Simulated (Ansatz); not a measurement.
SiC (F-43m): G0W0 and the starting functional

```
CELL_PARAMETERS angstrom
0.00000 2.10370 2.10370
2.10370 0.00000 2.10370
2.10370 2.10370 0.00000
ATOMIC_POSITIONS crystal
Si 0.00000 0.00000 0.00000
C 0.25000 0.25000 0.25000
```

Held fixed (Ansatz):

| Item | Value |
| --- | --- |
| datasets | hand-made PAW set at its accurate level |
| k mesh | 4×4×4 |
| empty bands | 120 |
| response cutoff | 200 eV |
| frequencies | contour deformation |
| q → 0 term | analytic weight of Carrier, Rohra and Görling |
| band sums | cut at the band count |

The gap is read from Γ to k = (0, -0.5, -0.5), linearised, between the Kohn-Sham band edges among the points solved. ε∞ is the electronic dielectric constant on this mesh. Wave cutoffs: 800, 800 eV in the order of the table.

```csv
orbitals,KS gap (eV),G0W0 gap (eV),ε∞
PBE,1.21,2.13,8.6
r²SCAN,1.61,?,?
```

Q: Fill in the row for r²SCAN.

A: G0W0 gap 2.30 eV, ε∞ 7.6.

The cell is a model at fixed atoms and needn't be the relaxed known crystal. The PAW or pseudopotential files were made with PBE. Points k are given in fractions of the reciprocal vectors. The mesh is coarse, so these are values at the stated settings, not converged ones. Band sums or response are cut, so the gap isn't at its basis limit. The gap is read on the mesh, and the crystal's band edges can lie off it. With r²SCAN or HSE06 the Kohn-Sham levels are generalised ones. Meshes this coarse can overestimate the dielectric constant by a tenth and more.
